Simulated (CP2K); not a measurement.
# BaF2 (Frankdicksonite) under changes of volume

One of the cells (19.862 Å³/atom); the others are scaled copies at fixed shape and fractional positions:

```
Ba F
1.0
     4.38413    0.00000    0.00000
     2.19207    3.79677    0.00000
     2.19207    1.26559    3.57963
Ba F
1 2
Direct
  0.00000 0.00000 0.00000
  0.75000 0.75000 0.75000
  0.25000 0.25000 0.25000
```

| Property | Result |
| --- | --- |
| Program | CP2K 2026.2 |
| Functional | LDA |
| Potentials or basis | GTH_POTENTIALS Ba GTH-PADE-q10, F GTH-PADE-q7; TZVP-MOLOPT-PBE-GTH basis |
| Density cutoff | 10204 eV |
| k mesh | 8 × 8 × 8 |
| Occupations | fermi-dirac, width 0.1 eV |
| Spin | no spin polarisation |

```tsv
volume (Å³/atom)	energy over the lowest point (meV/atom)	pressure (GPa)	gap on the mesh (eV)
18.670	0.00	-0.2	6.67
19.067	2.25	-1.6	6.59
19.464	7.76	-2.8	6.50
19.862	16.49	-3.9	6.42
20.259	?	?	?
20.656	40.64	-5.7	6.26
21.053	55.81	-6.5	6.18
```

Q: What does the run at 20.259 Å³/atom give?

A: Energy over the lowest point 27.44 meV/atom; pressure -4.9 GPa; gap on the mesh 6.34 eV.

Worked out: A Birch-Murnaghan fit of order 3 (a polynomial in V^(-2/3)) to the other rows has its minimum at 18.63 Å³/atom, just outside them, with B0 = V·E''(V) = 75 GPa and B' = 5.7. It gives 27.46 meV/atom at 20.259 Å³/atom, against the run's 27.44, and -dE/dV = -4.9 GPa, against -4.9. A straight line through the other rows of the gap, of slope -4.09 eV per unit of ln V, gives 6.34 eV, against the run's 6.34.

Energies are extrapolated to zero smearing.

Caveats: spin-orbit coupling is left out, which moves the levels of the heavy elements; the basis of atomic orbitals isn't converged, which shifts pressures, moduli and gaps.

A mesh can miss the band edges.
